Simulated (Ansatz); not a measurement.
# Notes on Al₂ZnO₄

```
CELL_PARAMETERS angstrom
0.00000 4.02591 4.02591
4.02591 0.00000 4.02591
4.02591 4.02591 0.00000
ATOMIC_POSITIONS crystal
Zn 0.12500 0.12500 0.12500
Zn 0.87500 0.87500 0.87500
Al 0.50000 0.50000 0.50000
Al 0.00000 0.50000 0.50000
Al 0.50000 0.50000 0.00000
Al 0.50000 0.00000 0.50000
O 0.26440 0.26440 0.26440
O 0.29320 0.73560 0.73560
O 0.26440 0.26440 0.70680
O 0.73560 0.29320 0.73560
O 0.70680 0.26440 0.26440
O 0.73560 0.73560 0.73560
O 0.26440 0.70680 0.26440
O 0.73560 0.73560 0.29320
```

The numbers come from plane-wave PAW DFT (Ansatz): r2SCAN, no spin polarisation, 500 eV, 6×6×6 Γ-centred k points, fermi-dirac occupations (width 0.1 eV). Nothing was relaxed.

What is the band gap?

The gap is 4.83 eV, direct at the points sampled.

Where is the largest force?

The largest is on O7 (and as large on other atoms): 0.18 eV/Å, components (-0.11, -0.11, -0.11). It makes 120° with the line to a nearest neighbour, Al4 at 1.90 Å.

Is it stable against the elements?

-2.90 eV an atom against the elements' usual phases (free molecules for gases, crystals otherwise, with no correction for O₂ or N₂), so it is bound against them; other compounds may still compete. Relaxing would lower it.

Describe some of the short contacts.

Zn–O at 1.94 Å: least valence density 0.62 e/Å³ and ELF 0.19 there. Al–O at 1.90 Å is left out, since its least density falls inside a PAW sphere. These are pseudo-fields; inside the PAW spheres they differ from the all-electron ones.

Origin: a database entry at a rescaled volume.
